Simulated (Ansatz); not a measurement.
# Strain response of SiNi$_{2}$

Method: Ansatz 0.2.0, DFT r2SCAN, scalar-relativistic, plane waves, PAW. Run with 500 eV cutoff, 12×12×8 k-mesh, Gaussian smearing of 0.10 eV, no spin polarisation.

The relaxed crystal:

```yaml
crystal:
  lattice:
    - [3.86955, 0.00000, 0.00000]
    - [-1.93477, 3.35112, 0.00000]
    - [0.00000, 0.00000, 4.92681]
  atoms:
    - { symbol: Si, position: [0.33333, 0.66667, 0.75000] }
    - { symbol: Si, position: [0.66667, 0.33333, 0.25000] }
    - { symbol: Ni, position: [0.00000, 0.00000, 0.00000] }
    - { symbol: Ni, position: [0.00000, 0.00000, 0.50000] }
    - { symbol: Ni, position: [0.33333, 0.66667, 0.25000] }
    - { symbol: Ni, position: [0.66667, 0.33333, 0.75000] }
```

Deformation: uniaxial strain along c, with the lengths of a and b and the atoms relaxed and the angles held, all within the symmetry that the strain leaves. Energies are extrapolated to zero smearing.

| strain (%) | ΔE (meV/atom) | a (Å) | b (Å) | c (Å) |
| --- | --- | --- | --- | --- |
| -6.0 | 47.8 | 3.919 | 3.919 | 4.631 |
| -4.0 | 19.5 | 3.902 | 3.902 | 4.730 |
| -2.0 | 4.5 | 3.886 | 3.886 | 4.828 |
| +0.0 | 0.0 | 3.870 | 3.870 | 4.927 |
| +2.0 | 3.9 | 3.854 | 3.854 | 5.025 |
| +4.0 | 14.2 | 3.839 | 3.839 | 5.124 |
| +6.0 | 29.4 | 3.824 | 3.824 | 5.222 |

Q: What stiffness (1/V) d²E/dε² at zero strain does a cubic fit over all points give?

A: A cubic fit gives (1/V) d²E/dε² = 323 GPa at zero strain (Young's modulus along this axis, angles held).

Q: How does the free axis a answer a small strain?

A: Between the innermost points its strain is -0.20 times the applied one.